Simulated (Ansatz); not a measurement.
# BAs: what a change does to the field gradients

Base: an entry of the Crystallography Open Database (COD), whose atoms a relaxation with PBE at fixed cell left in place.

```
CELL_PARAMETERS angstrom
0.00000 2.38850 2.38850
2.38850 0.00000 2.38850
2.38850 2.38850 0.00000
ATOMIC_POSITIONS crystal
B 0.00000 0.00000 0.00000
As 0.25000 0.25000 0.25000
```

Sites (sets of like atoms) are named by element and the number of their first atom in this list.

The numbers come from a DFT calculation in Ansatz (PBE, plane waves and PAW, scalar-relativistic, 420 eV cutoff, Γ-centred 16×16×16 k-points, Fermi–Dirac smearing 0.02 eV).

(1) Variant: z stretched by 2 %, ions relaxed. What happens to the gradients (10²¹ V/m²)?

Answers

(1) 

```
site  atoms  V_zz base  η base  V_zz variant  η variant
   B      1       0.00       –         0.020       0.00
  As      2       0.00       –          0.23       0.00
```

The largest change of V_zz is on As, from 0.00 to 0.23.
